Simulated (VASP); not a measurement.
# Be: convergence, self-consistent run

Be, Im-3m (no. 229), 1 atom in the cell. RPBE; PAW potentials Be (PBE set). VASP 6.6.1.

Wanted: energy within 0.2 meV/atom; Fermi level within 0.005 eV.

What the run is for: comparing ways to start; Accuracy asked: tight.

POSCAR:
```
Be
1.0
   -1.2531209513      1.2531209513      1.2531209513
    1.2531209513     -1.2531209513      1.2531209513
    1.2531209513      1.2531209513     -1.2531209513
Be
1
Direct
    0.0000000000      0.0000000000      0.0000000000
```

## How the run starts (with a second run first, the time holds both)

| How the run starts (with a second run first, the time holds both) | Energy less reference (meV/atom) | Fermi level (eV) | Time (s) |
|---|---|---|---|
| from scratch: 10 SCF iterations | 0.00 | 8.0637 | 6.0 |
| density of a coarse mesh (ICHARG 1): 10 + 6 SCF iterations | 0.00 | 8.0636 | 8.3 |
| orbitals of a lower cutoff (ISTART 1): 9 + 4 SCF iterations | 0.00 | 8.0637 | 9.4 |
| orbitals of a loose run: 8 + 2 SCF iterations | 0.00 | 8.0637 | 7.1 |

## Question

For each series: keep the first row unless others stay within the tolerance and take at least 30 % less time, and then take the fastest.

## Answer

- How the run starts (with a second run first, the time holds both): from scratch: 10 SCF iterations

The chosen settings are those of the reference run.

## The input

INCAR:
```
SYSTEM = Be
ALGO = Normal ; EDIFF = 1E-6
ENCUT = 400 ; GGA = RP
GGA_COMPAT = .False. ; ISIF = 2
ISMEAR = 1 ; LASPH = .True.
LCHARG = .False. ; LREAL = .False.
LWAVE = .False. ; NELM = 120
PREC = Accurate ; SIGMA = 0.1
```

KPOINTS:
```
k-points
0
Gamma
  18 18 18
```

Commands:
```
cat potpaw_PBE.64/Be/POTCAR > POTCAR
mpirun -np 1 vasp_std > vasp.out
```

The chosen input took VASP 6.6.1 6.0 s on 1 core (AMD EPYC 7R43 (Zen 3)), a shared host.

## An input that fails: restart asked without its files

VASP's message: ERROR: charge density could not be read from file CHGCAR for ICHARG>10.

Changes against the starting input:
```
- NELM = 120
+ NELM = 60
+ ICHARG = 11
```
